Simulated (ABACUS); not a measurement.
Sb: equation of state with PBEsol

Sb:

```
CELL_PARAMETERS angstrom
2.15420 1.24373 3.75800
-2.15420 1.24373 3.75800
0.00000 -2.48746 3.75800
ATOMIC_POSITIONS crystal
Sb 0.76651 0.76651 0.76651
Sb 0.23349 0.23349 0.23349
```

| Property | Result |
| --- | --- |
| Program | ABACUS 3.10.1 |
| Task | equation of state |
| Functional | PBEsol |
| Potentials or basis | PseudoDojo NC SR 0.4.1 PBEsol standard |
| Cutoff | 1102 eV |
| Density cutoff | 4408 eV |
| Basis | plane waves |
| k mesh | 8 × 8 × 8 |
| Occupations | fermi-dirac, width 0.05 eV |
| Spin | no spin polarisation |

| Quantity | Value |
| --- | --- |
| Equilibrium volume | 30.24 Å³/atom |
| Bulk modulus at fixed shape and positions | 57 GPa |
| Pressure derivative of the bulk modulus | 4.6 |

Energy against volume, from the lowest point:
```csv
volume (Å³/atom),energy (meV/atom)
28.393,22.83
28.998,9.95
29.602,2.54
30.206,0.00
30.810,1.82
31.414,7.54
32.018,16.75
```

All runs of the series together: 6.5 min on 4 threads of Intel(R) Xeon(R) Platinum 8175M CPU @ 2.50GHz (Skylake/Cascade Lake) (shared host).

Caveat: the cell was scaled at fixed shape and fractional positions, which overstates the stiffness of a crystal with free parameters, most of all of layers and chains. Spin-orbit coupling is left out, which matters for the levels of Sb.
